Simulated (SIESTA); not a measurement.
The system is Pd.

```
Pd
1.0
     0.00000    1.94650    1.94650
     1.94650    0.00000    1.94650
     1.94650    1.94650    0.00000
Pd
1
Cartesian
  0.0000 0.0000 0.0000
```

Program: SIESTA 5.4.2. Alike in all runs: task band structure; no spin polarisation; cell as given; k mesh 12 × 12 × 12; smearing fermi-dirac 0.05 eV; grid cutoff 800 Ry; energy shift 0.003 Ry.

**Question.** Order these runs on this cell by their pressure, lowest first.
A. level LDA; potentials or basis PseudoDojo 0.4 standard (LDA files), DZP (energy shift 0.003 Ry; two zetas on semicore shells)
B. level PBE; potentials or basis PseudoDojo 0.4 standard (PBE files), TZP (energy shift 0.003 Ry; two zetas on semicore shells)
C. level RPBE; potentials or basis PseudoDojo 0.4 standard (PBE files), DZP (energy shift 0.003 Ry; two zetas on semicore shells)
D. level PBE; potentials or basis PseudoDojo 0.4 standard (PBE files), DZ (energy shift 0.003 Ry; two zetas on semicore shells)

**Answer.** A (-7.7 GPa), D (5.3 GPa), B (8.3 GPa), C (12.2 GPa).

Caveats: the basis of atomic orbitals isn't converged, which shifts pressures, moduli and gaps; the potentials were made for another functional, which shifts forces and pressure (some runs); the basis has no polarisation orbitals (some runs).
